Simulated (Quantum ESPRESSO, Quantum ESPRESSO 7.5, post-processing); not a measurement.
**2H-WS2, 1 layer, stepped through biaxial strain**

What law, if any, do the results for 2H-WS2, 1 layer follow against biaxial strain?

Calculated with Quantum ESPRESSO 7.5; plane-wave DFT, PBE, GBRV ultrasoft pseudopotentials.

This is a report of a sequence of runs, with most program output left out.

### 1. Starting point

The cell holds 3 atoms: 2 S and 1 W. Cell: a = 3.180 Å, b = 3.180 Å, c = 18.476 Å, α = 90.0°, β = 90.0°, γ = 120.0°. It derives from WS2. Vacuum lies along c.

Set-up: Cell and atoms are first relaxed; each strained cell is then held and the atoms relax in it. A periodic run with 15 Å of vacuum in the starting cell gives the vacuum levels, and bands follow along a path.

Members -2, -1, 0, 1 and 2 took the same steps and show in the table alone.

### 2. Variable-cell relaxation of the reference

What the set-up leaves free in this member is relaxed.

File ref.relax.in:

```
&control
  prefix = 'ref.relax'
  outdir = './out'
  pseudo_dir = './pseudo'
  nstep = 80
  forc_conv_thr = 0.0004
  calculation = 'vc-relax'
  etot_conv_thr = 1e-06
/
&system
  ibrav = 0
  nat = 3
  ntyp = 2
  ecutwfc = 50
  ecutrho = 250
  occupations = 'smearing'
  smearing = 'fd'
  degauss = 0.004
/
&electrons
  conv_thr = 1e-09
  mixing_beta = 0.4
  electron_maxstep = 120
  mixing_mode = 'plain'
/
&ions
/
&cell
  cell_dofree = '2Dxy'
  press_conv_thr = 0.3
/
ATOMIC_SPECIES
  S   32.0600  s_pbe_v1.4.uspp.F.UPF
  W   183.8400  w_pbe_v1.2.uspp.F.UPF
CELL_PARAMETERS angstrom
  3.18000000000000 0.00000000000000 0.00000000000000
  -1.59000000000000 2.75396078403451 0.00000000000000
  0.00000000000000 0.00000000000000 18.47562023241895
ATOMIC_POSITIONS crystal
  S   0.333333333300 0.666666666700 0.405940363877
  W   0.000000000000 0.000000000000 0.500000000000
  S   0.333333333300 0.666666666700 0.594059636123
K_POINTS automatic
  12 12 1 0 0 0
```

Started as:

```bash
OMP_NUM_THREADS=1 mpirun -n 4 pw.x -nk 4 -in ref.relax.in > ref.relax.out
```

Wall time 15 min (4 MPI ranks of Intel Xeon at 2.50GHz (Skylake/Cascade Lake), shared host); peak memory 0.88 GiB.

Relaxation path:

| step | energy less that of the first step (eV) | largest force (eV/Å) | volume (Å³) |
| --- | --- | --- | --- |
| 1 | 0.0000 | 2.5590 | 161.80 |
| 2 | -0.2473 | 1.7937 | 160.42 |
| 3 | -0.4040 | 0.7976 | 159.26 |
| 4 | -0.4371 | 0.0567 | 159.00 |
| 5 | -0.4407 | 0.0207 | 159.57 |
| 6 | -0.4437 | 0.0384 | 160.19 |
| 7 | -0.4469 | 0.0338 | 161.13 |
| 8 | -0.4486 | 0.0069 | 162.41 |
| 9 | -0.4486 | 0.0017 | 162.43 |
| 10 | -0.4488 | 0.0018 | 162.43 |

| cell as run | before | after | change |
| --- | --- | --- | --- |
| a (Å) | 3.180 | 3.186 | +0.2 % |
| b (Å) | 3.180 | 3.186 | +0.2 % |

The atoms that moved most (Å, along periodic axes as changes of fractional coordinates times the final cell, across vacuum about the mean position):

| atom | dx | dy | dz | length |
| --- | --- | --- | --- | --- |
| S1 | 0.000 | 0.000 | 0.165 | 0.165 |
| S3 | 0.000 | 0.000 | -0.165 | 0.165 |

The relaxed structure:

```
CELL_PARAMETERS angstrom
3.18616 0.00000 0.00000
-1.59308 2.75929 0.00000
0.00000 0.00000 18.47562
ATOMIC_POSITIONS crystal
S 0.33333 0.66667 0.41486
W 0.00000 0.00000 0.50000
S 0.33333 0.66667 0.58514
```

 The last row is no step: it is a fresh SCF in the final cell with a new plane-wave basis, -0 meV from the row before.

Read from the output:

| Quantity | Value |
| --- | --- |
| free energy | -2823.4560 eV |
| Fermi energy | 0.7296 eV |

### 3. Relaxing the ions, -4 %

File m0.relax.in:

```
&control
  prefix = 'm0.relax'
  outdir = './out'
  pseudo_dir = './pseudo'
  nstep = 40
  forc_conv_thr = 0.0003
  calculation = 'relax'
  tstress = .true.
/
&system
  ibrav = 0
  nat = 3
  ntyp = 2
  ecutwfc = 50
  ecutrho = 250
  occupations = 'smearing'
  smearing = 'fd'
  degauss = 0.002
/
&electrons
  conv_thr = 1e-09
  mixing_beta = 0.4
  electron_maxstep = 120
  mixing_mode = 'plain'
/
&ions
/
ATOMIC_SPECIES
  S   32.0600  s_pbe_v1.4.uspp.F.UPF
  W   183.8400  w_pbe_v1.2.uspp.F.UPF
CELL_PARAMETERS angstrom
  3.05871150624000 0.00000000000000 0.00000000000000
  -1.52935575264000 2.64892186752000 0.00000000000000
  0.00000000000000 0.00000000000000 18.47562023200000
ATOMIC_POSITIONS crystal
  S   0.333333333300 0.666666666700 0.414857061600
  W   0.000000000000 0.000000000000 0.500000000000
  S   0.333333333300 0.666666666700 0.585142938400
K_POINTS automatic
  12 12 1 0 0 0
```

Started as:

```bash
OMP_NUM_THREADS=1 mpirun -n 4 pw.x -nk 4 -in m0.relax.in > m0.relax.out
```

Run time: 3.8 min. Hardware: 4 MPI ranks; peak memory 0.75 GiB; 10 min of CPU time.

Step by step:

| step | energy less that of the first step (eV) | largest force (eV/Å) |
| --- | --- | --- |
| 1 | 0.0000 | 1.0177 |
| 2 | -0.0328 | 0.5537 |
| 3 | -0.0471 | 0.0710 |
| 4 | -0.0473 | 0.0025 |

The atoms that moved most (Å):

| atom | dx | dy | dz | length |
| --- | --- | --- | --- | --- |
| S1 | 0.000 | 0.000 | -0.047 | 0.047 |
| S3 | 0.000 | 0.000 | 0.047 | 0.047 |

Final coordinates:

```
CELL_PARAMETERS angstrom
3.05871 0.00000 0.00000
-1.52936 2.64892 0.00000
0.00000 0.00000 18.47562
ATOMIC_POSITIONS crystal
S 0.33333 0.66667 0.41229
W 0.00000 0.00000 0.50000
S 0.33333 0.66667 0.58771
```

The relaxation lowers the energy by 16 meV an atom.

This step gave:

```
free energy  : -2823.2818 eV
Fermi energy : 1.065 eV
```

### 4. Self-consistent run, -4 %

The self-consistent run of this member.

File m0.scf.in:

```
&control
  prefix = 'm0.scf'
  outdir = './out'
  pseudo_dir = './pseudo'
  calculation = 'scf'
  tprnfor = .true.
/
&system
  ibrav = 0
  nat = 3
  ntyp = 2
  ecutwfc = 40
  ecutrho = 200
  occupations = 'smearing'
  smearing = 'fd'
  degauss = 0.002
  nbnd = 17
/
&electrons
  conv_thr = 1e-09
  mixing_beta = 0.4
  electron_maxstep = 120
  mixing_mode = 'plain'
/
ATOMIC_SPECIES
  S   32.0600  s_pbe_v1.4.uspp.F.UPF
  W   183.8400  w_pbe_v1.2.uspp.F.UPF
CELL_PARAMETERS angstrom
  3.05871150624000 0.00000000000000 0.00000000000000
  -1.52935575264000 2.64892186752000 0.00000000000000
  0.00000000000000 0.00000000000000 18.47562023200000
ATOMIC_POSITIONS crystal
  S   0.333333333300 0.666666666700 0.412292847800
  W   0.000000000000 0.000000000000 0.500000000000
  S   0.333333333300 0.666666666700 0.587707152200
K_POINTS automatic
  12 12 1 0 0 0
```

Started as:

```bash
OMP_NUM_THREADS=1 mpirun -n 4 pw.x -nk 4 -in m0.scf.in > m0.scf.out
```

Wall time 37 s (4 MPI ranks); peak memory 0.63 GiB.

Read from the output:

| Quantity | Value |
| --- | --- |
| free energy | -2823.2104 eV |
| Fermi energy | 1.064 eV |
| valence top, on the run's zero | 0.3788 eV |
| conduction bottom, on the run's zero | 2.145 eV |
| gap by band count | 1.766 eV |

### 5. Electrostatic potential, -4 %

plot_num = 11 writes the bare and Hartree potential, from which vacuum levels or, in a crystal, the mean potential are read.

File m0.pot.in:

```
&inputpp
  prefix = 'm0.scf'
  outdir = './out'
  filplot = 'm0.pot.dat'
  plot_num = 11
/
```

Started as:

```bash
OMP_NUM_THREADS=1 mpirun -n 4 pp.x -in m0.pot.in > m0.pot.out
```

Elapsed: 4.2 s, on 4 MPI ranks; peak memory 0.14 GiB; 10 s of CPU time.

Numbers from this step:

- slope of the potential above: 5.46e-5 eV/Å
- upper vacuum line continued to the top atoms, over the valence top: 5.545 eV
- slope of the potential below: -5.53e-5 eV/Å
- lower vacuum line continued to the bottom atoms, over the valence top: 5.545 eV
- vacuum level at the upper face over the valence top of the mesh: 5.545 eV
- vacuum level at the lower face over the valence top of the mesh: 5.545 eV

Electrostatic potential energy of an electron; zero at the highest filled level of the SCF mesh. The potential energy, planar mean by z:

| z (Å) | potential energy, planar mean (eV) |
| --- | --- |
| 0.0 | 5.54 |
| 0.5 | 5.54 |
| 1.0 | 5.54 |
| 1.5 | 5.54 |
| 2.0 | 5.54 |
| 2.5 | 5.54 |
| 3.0 | 5.54 |
| 3.5 | 5.54 |
| 4.0 | 5.54 |
| 4.5 | 5.54 |
| 5.0 | 5.53 |
| 5.5 | 5.47 |
| 6.0 | 5.22 |
| 6.5 | 3.93 |
| 7.0 | -2.19 |
| 7.5 | -14.0 |
| 8.0 | -10.4 |
| 8.5 | -7.07 |
| 9.0 | -12.5 |
| 9.5 | -12.3 |
| 10.0 | -6.86 |
| 10.5 | -10.9 |
| 11.0 | -13.6 |
| 11.5 | -1.65 |
| 12.0 | 4.06 |
| 12.5 | 5.24 |
| 13.0 | 5.48 |
| 13.5 | 5.53 |
| 14.0 | 5.54 |
| 14.5 | 5.54 |
| 15.0 | 5.54 |
| 15.5 | 5.54 |
| 16.0 | 5.54 |
| 16.5 | 5.54 |
| 17.0 | 5.54 |
| 17.5 | 5.54 |
| 18.0 | 5.54 |

### 6. Bands along a path, -4 %

Bands along a path place the edges.

m0.bands.in, as its differences from the input of step 4:

```diff
@@ -1,7 +1,6 @@
 &control
-  prefix = 'm0.scf'
+  prefix = 'm0.bands'
   outdir = './out'
   pseudo_dir = './pseudo'
-  calculation = 'scf'
-  tprnfor = .true.
+  calculation = 'bands'
 /
@@ -16,6 +15,6 @@
   degauss = 0.002
-  nbnd = 17
+  nbnd = 19
 /
 &electrons
-  conv_thr = 1e-09
+  conv_thr = 1e-07
   mixing_beta = 0.4
@@ -35,3 +34,7 @@
   S   0.333333333300 0.666666666700 0.587707152200
-K_POINTS automatic
-  12 12 1 0 0 0
+K_POINTS crystal_b
+4
+  0.0000000000 0.0000000000 0.0000000000 12
+  0.5000000000 0.0000000000 0.0000000000 12
+  0.3333333333 0.3333333333 0.0000000000 12
+  0.0000000000 0.0000000000 0.0000000000 1
```

Started as:

```bash
cp -r out/m0.scf.save out/m0.bands.save
cp out/m0.scf.xml out/m0.bands.xml
OMP_NUM_THREADS=1 mpirun -n 4 pw.x -nk 4 -in m0.bands.in > m0.bands.out
```

It took 30 s on 4 MPI ranks; peak memory 0.33 GiB; 1.8 min of CPU time.

Band numbers count within the set of bands kept for display. Electronic bands along the path, in eV, zero at the highest filled level of the SCF mesh; v1 is the highest filled band, c1 the lowest empty one:

| point | v4 | v3 | v2 | v1 | c1 | c2 | c3 | c4 |
| --- | --- | --- | --- | --- | --- | --- | --- | --- |
| Γ | -2.55 | -1.22 | -1.22 | -0.62 | 3.20 | 3.20 | 3.20 | 3.20 |
| halfway | -2.45 | -1.90 | -1.59 | -1.15 | 2.06 | 2.72 | 3.37 | 4.38 |
| M | -3.26 | -2.54 | -1.07 | -0.91 | 3.47 | 3.48 | 4.03 | 4.83 |
| halfway | -3.59 | -2.80 | -2.49 | -0.41 | 3.00 | 3.62 | 3.97 | 5.04 |
| K | -3.92 | -3.54 | -2.72 | 0.00 | 2.45 | 2.97 | 4.12 | 6.08 |
| halfway | -3.59 | -2.13 | -1.47 | -0.91 | 1.77 | 3.00 | 3.17 | 4.74 |
| Γ | -2.55 | -1.22 | -1.22 | -0.62 | 3.20 | 3.20 | 3.20 | 3.20 |

Along this path the valence top lies at K and the conduction bottom between K and Γ.

### 7. Relaxation with pw.x, -3 %

File m1.relax.in:

```
&control
  prefix = 'm1.relax'
  outdir = './out'
  pseudo_dir = './pseudo'
  nstep = 40
  forc_conv_thr = 0.0003
  calculation = 'relax'
  tstress = .true.
/
&system
  ibrav = 0
  nat = 3
  ntyp = 2
  ecutwfc = 50
  ecutrho = 250
  occupations = 'smearing'
  smearing = 'fd'
  degauss = 0.002
/
&electrons
  conv_thr = 1e-09
  mixing_beta = 0.4
  electron_maxstep = 120
  mixing_mode = 'plain'
/
&ions
/
ATOMIC_SPECIES
  S   32.0600  s_pbe_v1.4.uspp.F.UPF
  W   183.8400  w_pbe_v1.2.uspp.F.UPF
CELL_PARAMETERS angstrom
  3.09057308443000 0.00000000000000 0.00000000000000
  -1.54528654173000 2.67651480364000 0.00000000000000
  0.00000000000000 0.00000000000000 18.47562023200000
ATOMIC_POSITIONS crystal
  S   0.333333333300 0.666666666700 0.414857061600
  W   0.000000000000 0.000000000000 0.500000000000
  S   0.333333333300 0.666666666700 0.585142938400
K_POINTS automatic
  12 12 1 0 0 0
```

Started as:

```bash
OMP_NUM_THREADS=1 mpirun -n 4 pw.x -nk 4 -in m1.relax.in > m1.relax.out
```

The job ended after 3.9 min (4 MPI ranks; peak memory 0.81 GiB; 12 min of CPU time).

The steps of the relaxation:

| step | energy less that of the first step (eV) | largest force (eV/Å) |
| --- | --- | --- |
| 1 | 0.0000 | 0.7359 |
| 2 | -0.0173 | 0.4108 |
| 3 | -0.0253 | 0.0680 |
| 4 | -0.0255 | 0.0019 |

The atoms that moved most (Å):

| atom | dx | dy | dz | length |
| --- | --- | --- | --- | --- |
| S1 | 0.000 | 0.000 | -0.035 | 0.035 |
| S3 | 0.000 | 0.000 | 0.035 | 0.035 |

Final coordinates:

```xyz
3
Lattice="3.0906 0.0000 0.0000 -1.5453 2.6765 0.0000 0.0000 0.0000 18.4756" Properties=species:S:1:pos:R:3
S     0.0000    1.7843    7.6296
W     0.0000    0.0000    9.2378
S     0.0000    1.7843   10.8460
```

The relaxation lowers the energy by 8 meV an atom.

Numbers from this step:

- free energy: -2823.3591 eV
- Fermi energy: 1.410 eV

### 8. SCF with pw.x, -3 %

File m1.scf.in:

```
&control
  prefix = 'm1.scf'
  outdir = './out'
  pseudo_dir = './pseudo'
  calculation = 'scf'
  tprnfor = .true.
/
&system
  ibrav = 0
  nat = 3
  ntyp = 2
  ecutwfc = 40
  ecutrho = 200
  occupations = 'smearing'
  smearing = 'fd'
  degauss = 0.002
  nbnd = 17
/
&electrons
  conv_thr = 1e-09
  mixing_beta = 0.4
  electron_maxstep = 120
  mixing_mode = 'plain'
/
ATOMIC_SPECIES
  S   32.0600  s_pbe_v1.4.uspp.F.UPF
  W   183.8400  w_pbe_v1.2.uspp.F.UPF
CELL_PARAMETERS angstrom
  3.09057308443000 0.00000000000000 0.00000000000000
  -1.54528654173000 2.67651480364000 0.00000000000000
  0.00000000000000 0.00000000000000 18.47562023200000
ATOMIC_POSITIONS crystal
  S   0.333333333300 0.666666666700 0.412956741100
  W   0.000000000000 0.000000000000 0.500000000000
  S   0.333333333300 0.666666666700 0.587043258900
K_POINTS automatic
  12 12 1 0 0 0
```

Started as:

```bash
OMP_NUM_THREADS=1 mpirun -n 4 pw.x -nk 4 -in m1.scf.in > m1.scf.out
```

The job ended after 49 s (4 MPI ranks; peak memory 0.62 GiB; 2.4 min of CPU time).

Numbers from this step:

| Item | Value |
| --- | --- |
| free energy | -2823.2877 eV |
| Fermi energy | 1.409 eV |
| valence top, on the run's zero | 0.2373 eV |
| conduction bottom, on the run's zero | 2.071 eV |
| gap by band count | 1.834 eV |

### 9. Relaxation with pw.x, 3 %

File m7.relax.in:

```
&control
  prefix = 'm7.relax'
  outdir = './out'
  pseudo_dir = './pseudo'
  nstep = 40
  forc_conv_thr = 0.0003
  calculation = 'relax'
  tstress = .true.
/
&system
  ibrav = 0
  nat = 3
  ntyp = 2
  ecutwfc = 50
  ecutrho = 250
  occupations = 'smearing'
  smearing = 'fd'
  degauss = 0.002
/
&electrons
  conv_thr = 1e-09
  mixing_beta = 0.4
  electron_maxstep = 120
  mixing_mode = 'plain'
/
&ions
/
ATOMIC_SPECIES
  S   32.0600  s_pbe_v1.4.uspp.F.UPF
  W   183.8400  w_pbe_v1.2.uspp.F.UPF
CELL_PARAMETERS angstrom
  3.28174255357000 0.00000000000000 0.00000000000000
  -1.64087127627000 2.84207242036000 0.00000000000000
  0.00000000000000 0.00000000000000 18.47562023200000
ATOMIC_POSITIONS crystal
  S   0.333333333300 0.666666666700 0.414857061600
  W   0.000000000000 0.000000000000 0.500000000000
  S   0.333333333300 0.666666666700 0.585142938400
K_POINTS automatic
  12 12 1 0 0 0
```

Started as:

```bash
OMP_NUM_THREADS=1 mpirun -n 4 pw.x -nk 4 -in m7.relax.in > m7.relax.out
```

Wall time 5 min (4 MPI ranks); peak memory 0.89 GiB.

The steps of the relaxation:

| step | energy less that of the first step (eV) | largest force (eV/Å) |
| --- | --- | --- |
| 1 | 0.0000 | 0.5937 |
| 2 | -0.0119 | 0.3761 |
| 3 | -0.0187 | 0.1279 |
| 4 | -0.0195 | 0.0034 |

The atoms that moved most (Å):

| atom | dx | dy | dz | length |
| --- | --- | --- | --- | --- |
| S1 | 0.000 | 0.000 | 0.033 | 0.033 |
| S3 | 0.000 | 0.000 | -0.033 | 0.033 |

The relaxed structure:

```xyz
3
Lattice="3.2817 0.0000 0.0000 -1.6409 2.8421 0.0000 0.0000 0.0000 18.4756" Properties=species:S:1:pos:R:3
S     0.0000    1.8947    7.6973
W     0.0000    0.0000    9.2378
S     0.0000    1.8947   10.7783
```

The relaxation lowers the energy by 7 meV an atom.

This step gave:

- free energy: -2823.3773 eV
- Fermi energy: 0.2161 eV

### 10. Ground state, 3 %

File m7.scf.in:

```
&control
  prefix = 'm7.scf'
  outdir = './out'
  pseudo_dir = './pseudo'
  calculation = 'scf'
  tprnfor = .true.
/
&system
  ibrav = 0
  nat = 3
  ntyp = 2
  ecutwfc = 40
  ecutrho = 200
  occupations = 'smearing'
  smearing = 'fd'
  degauss = 0.002
  nbnd = 17
/
&electrons
  conv_thr = 1e-09
  mixing_beta = 0.4
  electron_maxstep = 120
  mixing_mode = 'plain'
/
ATOMIC_SPECIES
  S   32.0600  s_pbe_v1.4.uspp.F.UPF
  W   183.8400  w_pbe_v1.2.uspp.F.UPF
CELL_PARAMETERS angstrom
  3.28174255357000 0.00000000000000 0.00000000000000
  -1.64087127627000 2.84207242036000 0.00000000000000
  0.00000000000000 0.00000000000000 18.47562023200000
ATOMIC_POSITIONS crystal
  S   0.333333333300 0.666666666700 0.416620637800
  W   0.000000000000 0.000000000000 0.500000000000
  S   0.333333333300 0.666666666700 0.583379362200
K_POINTS automatic
  12 12 1 0 0 0
```

Started as:

```bash
OMP_NUM_THREADS=1 mpirun -n 4 pw.x -nk 4 -in m7.scf.in > m7.scf.out
```

Run time: 45 s. Hardware: 4 MPI ranks; peak memory 0.64 GiB.

This step gave:

```
free energy                          : -2823.3061 eV
Fermi energy                         : 0.293 eV
valence top, on the run's zero       : -0.2989 eV
conduction bottom, on the run's zero : 0.8410 eV
gap by band count                    : 1.140 eV
```

### 11. Relaxing the ions, 4 %

File m8.relax.in:

```
&control
  prefix = 'm8.relax'
  outdir = './out'
  pseudo_dir = './pseudo'
  nstep = 40
  forc_conv_thr = 0.0003
  calculation = 'relax'
  tstress = .true.
/
&system
  ibrav = 0
  nat = 3
  ntyp = 2
  ecutwfc = 50
  ecutrho = 250
  occupations = 'smearing'
  smearing = 'fd'
  degauss = 0.002
/
&electrons
  conv_thr = 1e-09
  mixing_beta = 0.4
  electron_maxstep = 120
  mixing_mode = 'plain'
/
&ions
/
ATOMIC_SPECIES
  S   32.0600  s_pbe_v1.4.uspp.F.UPF
  W   183.8400  w_pbe_v1.2.uspp.F.UPF
CELL_PARAMETERS angstrom
  3.31360413176000 0.00000000000000 0.00000000000000
  -1.65680206536000 2.86966535648000 0.00000000000000
  0.00000000000000 0.00000000000000 18.47562023200000
ATOMIC_POSITIONS crystal
  S   0.333333333300 0.666666666700 0.414857061600
  W   0.000000000000 0.000000000000 0.500000000000
  S   0.333333333300 0.666666666700 0.585142938400
K_POINTS automatic
  12 12 1 0 0 0
```

Started as:

```bash
OMP_NUM_THREADS=1 mpirun -n 4 pw.x -nk 4 -in m8.relax.in > m8.relax.out
```

Run time: 4.9 min. Hardware: 4 MPI ranks; peak memory 0.9 GiB; 14 min of CPU time.

Relaxation path:

| step | energy less that of the first step (eV) | largest force (eV/Å) |
| --- | --- | --- |
| 1 | 0.0000 | 0.7618 |
| 2 | -0.0197 | 0.4911 |
| 3 | -0.0313 | 0.1790 |
| 4 | -0.0330 | 0.0062 |
| 5 | -0.0330 | 0.0000 |

The atoms that moved most (Å):

| atom | dx | dy | dz | length |
| --- | --- | --- | --- | --- |
| S1 | 0.000 | 0.000 | 0.042 | 0.042 |
| S3 | 0.000 | 0.000 | -0.042 | 0.042 |

The relaxed structure:

```xyz
3
Lattice="3.3136 0.0000 0.0000 -1.6568 2.8697 0.0000 0.0000 0.0000 18.4756" Properties=species:S:1:pos:R:3
S     0.0000    1.9131    7.7072
W     0.0000    0.0000    9.2378
S     0.0000    1.9131   10.7684
```

The relaxation lowers the energy by 11 meV an atom.

This step gave:

| Item | Value |
| --- | --- |
| free energy | -2823.3173 eV |
| Fermi energy | 0.1312 eV |

### 12. SCF with pw.x, 4 %

File m8.scf.in:

```
&control
  prefix = 'm8.scf'
  outdir = './out'
  pseudo_dir = './pseudo'
  calculation = 'scf'
  tprnfor = .true.
/
&system
  ibrav = 0
  nat = 3
  ntyp = 2
  ecutwfc = 40
  ecutrho = 200
  occupations = 'smearing'
  smearing = 'fd'
  degauss = 0.002
  nbnd = 17
/
&electrons
  conv_thr = 1e-09
  mixing_beta = 0.4
  electron_maxstep = 120
  mixing_mode = 'plain'
/
ATOMIC_SPECIES
  S   32.0600  s_pbe_v1.4.uspp.F.UPF
  W   183.8400  w_pbe_v1.2.uspp.F.UPF
CELL_PARAMETERS angstrom
  3.31360413176000 0.00000000000000 0.00000000000000
  -1.65680206536000 2.86966535648000 0.00000000000000
  0.00000000000000 0.00000000000000 18.47562023200000
ATOMIC_POSITIONS crystal
  S   0.333333333300 0.666666666700 0.417156281000
  W   0.000000000000 0.000000000000 0.500000000000
  S   0.333333333300 0.666666666700 0.582843719000
K_POINTS automatic
  12 12 1 0 0 0
```

Started as:

```bash
OMP_NUM_THREADS=1 mpirun -n 4 pw.x -nk 4 -in m8.scf.in > m8.scf.out
```

Run time: 45 s. Hardware: 4 MPI ranks; peak memory 0.67 GiB; 2.2 min of CPU time.

This step gave:

| Quantity | Value |
| --- | --- |
| free energy | -2823.2461 eV |
| Fermi energy | 0.1306 eV |
| valence top, on the run's zero | -0.3297 eV |
| conduction bottom, on the run's zero | 0.6036 eV |
| gap by band count | 0.9333 eV |

### 13. The series side by side

The series in one table, energies over the lowest:

| biaxial strain | energy (eV) | gap along the path (eV) | upper vacuum level over the valence top of the mesh (eV) | lower vacuum level over that top (eV) |
| --- | --- | --- | --- | --- |
| -4 % | 0.1742 | 1.766 | 5.545 | 5.545 |
| -3 % | 0.0969 | 1.834 | 5.58 | 5.58 |
| -2 % | 0.0430 | 1.898 | 5.619 | 5.619 |
| -1 % | 0.0112 | 1.959 | 5.663 | 5.663 |
| 0 % | 0.0000 | 1.818 | 5.709 | 5.709 |
| 1 % | 0.0083 | 1.608 | 5.68 | 5.68 |
| 2 % | 0.0348 | 1.366 | 5.608 | 5.608 |
| 3 % | 0.0787 | 1.14 | 5.544 | 5.544 |
| 4 % | 0.1387 | 0.9332 | 5.489 | 5.489 |

### 14. Worked from the printed numbers

A parabola through the energies within ±2 % has E = 97.36 eV × ε² -0.194 eV × ε; for the curvature, over A = 8.792 Å² this is 97.36 × 1/8.792 × 16.02 = 177 N/m.

### 15. Summary of results

| Item | Value |
| --- | --- |
| C11 + C12 | 177 N/m |
| gap along the path, at -4 % and at 4 % | 1.77, 0.93 eV |
| upper vacuum level over the valence top of the mesh, at -4 % and at 4 % | 5.54, 5.49 eV |
| lower vacuum level over that top, at -4 % and at 4 % | 5.54, 5.49 eV |

The series holds 9 members; C11 + C12: 177 N/m (PBE, GBRV ultrasoft). The energy is lowest near zero strain. From -4 % to 4 % the gap along the path goes from 1.77 to 0.93 eV by way of 1.96 at -1 %. From -4 % to 4 % the upper vacuum level over the valence top of the mesh goes from 5.54 to 5.49 eV by way of 5.71 at 0 %. From -4 % to 4 % the lower vacuum level over that top goes from 5.54 to 5.49 eV by way of 5.71 at 0 %. Semilocal gaps are too small; the 1×1 cell can't ripple over many cells under compression as a free sheet would. No spin-orbit coupling.

[Logs are printed without paths, hosts, clocks, repeated set-up lines and the standing remarks that a program may print on its own settings, such as how far it seeks lower states.]

[Hosts, paths, dates, database ids (printed as entryN), source tags and the programs' standing remarks are cut or masked in the printed files.]

[Maps of the electrostatic potential energy from Ansatz leave out the sawtooth potential of an applied field or a dipole correction, so their vacuum need not be flat; planar profiles and work functions include it.]
